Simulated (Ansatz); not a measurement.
## Ba: which structure is lowest?

Method: Ansatz 0.2.0, DFT, RPBE, plane waves (420 eV) with PAW, scalar-relativistic. The PAW files were generated under PBE, with cores re-solved for the functional.

Each structure is relaxed within its own symmetry, so a high-lying one may be dynamically unstable.

| structure | ΔE (meV/atom) | V (Å³/atom) | cell | magnetic state |
| --- | --- | --- | --- | --- |
| bcc | 0 | 68.34 | a = 5.151 Å | spin not included |
| hcp | 15 | 69.01 | a = 4.597 Å, c = 7.543 Å (c/a = 1.641) | spin not included |
| fcc | 16 | 69.30 | a = 6.520 Å | spin not included |
| dhcp | 16 | 69.30 | a = 4.610 Å, c = 15.064 Å (c/a = 3.268) | spin not included |
| A15 | 47 | 70.22 | a = 8.251 Å | spin not included |
| omega (AlB2-type) | 50 | 69.61 | a = 7.404 Å, c = 4.399 Å (c/a = 0.594) | spin not included |
| beta-Sn type | 188 | 66.38 | a = 7.890 Å, c = 4.266 Å (c/a = 0.541) | spin not included |
| simple cubic | 314 | 67.50 | a = 4.072 Å | spin not included |
| diamond | 1016 | 141.80 | a = 10.429 Å | spin not included |

ΔE counts from bcc.

Differences under about 8 meV lie within the error of the k-point mesh.
